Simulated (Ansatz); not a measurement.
Crystal: TiO2.

```xyz
6
Lattice="4.5998 0.0000 0.0000 0.0000 4.5998 0.0000 0.0000 0.0000 2.9592" Properties=species:S:1:pos:R:3 pbc="T T T"
Ti    0.0000    0.0000    1.4796
Ti    2.2999    2.2999    0.0000
O     1.3998    1.3998    1.4796
O     0.9001    3.6997    0.0000
O     3.6997    0.9001    0.0000
O     3.2000    3.2000    1.4796
```

The cell is a database's computed one.

Program: Ansatz 0.2.0. Alike in all runs: potentials or basis Ansatz PAW; no spin polarisation; cell as given; smearing fermi-dirac 0.05 eV. Hardware: 2 threads of Arm Neoverse V1, on a shared host.

Problem. Order these runs on this cell by their wall time, lowest first.
A. task band structure; level r2SCAN; k mesh 6 × 6 × 9; cutoff (eV) 500; points for each segment of the path 14; mesh quality not flagged
B. task single point; level LC-wPBE; k mesh 4 × 4 × 5; cutoff (eV) 420; mesh quality coarse
C. task band structure; level SVWN5; k mesh 6 × 6 × 9; cutoff (eV) 420; points for each segment of the path 14; mesh quality not flagged

Solution. C (6.7 s), A (16 s), B (38 s).

Caveats: some runs use coarse meshes.

Runs at the PBE level aren't shown here.
